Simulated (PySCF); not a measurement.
Geometries of 2 isomers of [C6H5O]- (charge -1), from PySCF 2.14.0, PBE0-D3(BJ)/def2-SVP geometry optimisation, gas phase. One conformer each, no zero-point energy, no frequencies.

Question: Which is lower in electronic energy at this level?
A.
```xyz
12
angstrom
O     -1.807   -2.006    0.227
C     -0.947   -1.095    0.210
C     -1.277    0.318    0.209
C     -0.317    1.318    0.185
C      1.056    1.026    0.163
C      1.427   -0.327    0.166
C      0.483   -1.343    0.189
H     -2.345    0.565    0.226
H     -0.642    2.367    0.184
H      1.806    1.822    0.143
H      2.493   -0.592    0.149
H      0.792   -2.394    0.191
```
B.
```xyz
12
angstrom
O     -2.871    1.238    0.343
C     -2.156    0.346   -0.107
C     -0.733    0.239   -0.083
C      0.203    1.160    0.480
C      1.482    0.653    0.276
C      1.370   -0.594   -0.418
C      0.019   -0.846   -0.636
H     -2.646   -0.537   -0.623
H     -0.070    2.092    0.977
H      2.419    1.123    0.590
H      2.204   -1.233   -0.721
H     -0.411   -1.716   -1.141
```

Answer: A. That is phenolate, `[O-]c1ccccc1`, 8.9 kcal/mol below the other.

```json
{"SMILES": "[O-]c1ccccc1", "atoms numbered as above": "[O-:1][c:2]1[cH:3][cH:4][cH:5][cH:6][cH:7]1", "E (Eh)": "-306.32644", "relative (kcal/mol)": "0.0", "relative (kJ/mol)": "0.0", "dipole about centre of mass (D)": "3.55"}
{"SMILES": "O=C[c-]1cccc1", "atoms numbered as above": "[O:1]=[CH:2][c-:3]1[cH:4][cH:5][cH:6][cH:7]1", "E (Eh)": "-306.31223", "relative (kcal/mol)": "8.9", "relative (kJ/mol)": "37.3", "dipole about centre of mass (D)": "1.61"}
```
